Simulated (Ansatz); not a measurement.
# A series in volume scale on CuO

Free energy against uniform scaling of the volume at fixed shape and fractions; periodic cell, basis, potentials, k mesh and filling as listed. The results are calculated, by Ansatz 0.2.0.

The cell before it is scaled or strained (space group C2/c, No. 15):
```
cell vectors (Å)
   2.3418    -1.7113     0.0000
   2.3418     1.7113     0.0000
  -0.8500     0.0000     5.0579
atoms (fractions of the cell vectors)
Cu  0.00000  0.50000  0.00000
Cu  0.50000  0.00000  0.50000
O   0.58160  0.41840  0.25000
O   0.41840  0.58160  0.75000
```

Settings of every row: functional PBE; dispersion none; potentials all-electron LAPW; k mesh 10x10x6; k shift 0x0x0; occupations fermi dirac; smearing width 0.1 eV; spin none; basis error target 0.002 eV/atom.

Limits: coarse k mesh, up to 40 meV an atom off.

| row | volume scale | V (Å³/atom) | energy above lowest point (meV/atom) |
| --- | --- | --- | --- |
| 1 | 0.94 | 9.527 | ? |
| 2 | 0.96 | 9.729 | 30.6 |
| 3 | 0.98 | 9.932 | 15.6 |
| 4 | 1 | 10.135 | 5.8 |
| 5 | 1.02 | 10.338 | 0.7 |
| 6 | 1.04 | 10.54 | 0 |
| 7 | 1.06 | 10.743 | 3.1 |

Question: what energy above lowest point should row 1 give?

Worked fit of energy above lowest point. Take u = (V_r/V)^(2/3) − 1 with V_r = 10.236 Å³ an atom, which is twice the finite (Eulerian) strain; such expansions in the strain, on which the Birch-Murnaghan equation of state is built, carry the rest volume and the bulk modulus. The shown rows have u = 0.03445, 0.0203, 0.00663, -0.00659, -0.01932, -0.03172. Least squares give energy above lowest point = 2.71 + 381.8 × u + 12423 × u² meV/atom; a straight line predicts inner rows, each left out in turn, worse (root mean square 5.2 against 0.037 meV/atom). All shown rows lie on it to the printed digit. Its lowest point lies at u = -0.0154, or V = 10.48 Å³ an atom, and the curvature there gives the bulk modulus at fixed shape and fractions, B = (4/9)(1 + u)² E″(u)/V = 164 GPa. Letting shape and atoms relax would as a rule lower it, by much in layered, chain or molecular crystals. The withheld row has u = 0.04902, so the fit gives 2.71 + 381.8 × (0.04902) + 12423 × (0.04902)² = 51.3 meV/atom.

The calculation gave 51.7 meV/atom. The fit lies 0.4 meV/atom (0.77 % of the column's range) below it; its largest miss of a shown row is 0.0 meV/atom. This row lies beyond the range of the fit.
